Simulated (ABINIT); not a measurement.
SiC (Moissanite):

```
Si C
1.0
     3.07600    0.00000    0.00000
    -1.53800    2.66389    0.00000
     0.00000    0.00000    5.04800
Si C
2 2
Direct
  0.66667 0.33333 0.50000
  0.33333 0.66667 0.00000
  0.66667 0.33333 0.88500
  0.33333 0.66667 0.38500
```

Base run:

| Quantity | Value |
| --- | --- |
| Program | ABINIT 10.8.3 (patched build) |
| Functional | rPW86PBE |
| Potentials or basis | JTH PAW PBE v2.0 |
| Cutoff | 544 eV |
| k mesh | 10 × 10 × 5 |
| Occupations | fermi-dirac, width 0.05 eV |
| Spin | no spin polarisation |

Its results: band gap on the k mesh 2.77 eV, indirect (least direct gap 4.30 eV); pressure 7.7 GPa; largest force 0.760 eV/Å.

Problem. The run is repeated on the same cell with these changes: functional from rPW86PBE to BLYP. What comes out?

Solution. Band gap on the k mesh 2.82 eV, indirect (least direct gap 4.34 eV); pressure 8.5 GPa; largest force 0.763 eV/Å.

Caveats: the PAW data sets were made with another functional, which shifts forces and pressure a little; the mesh misses the band edges, which the band path finds closer together.
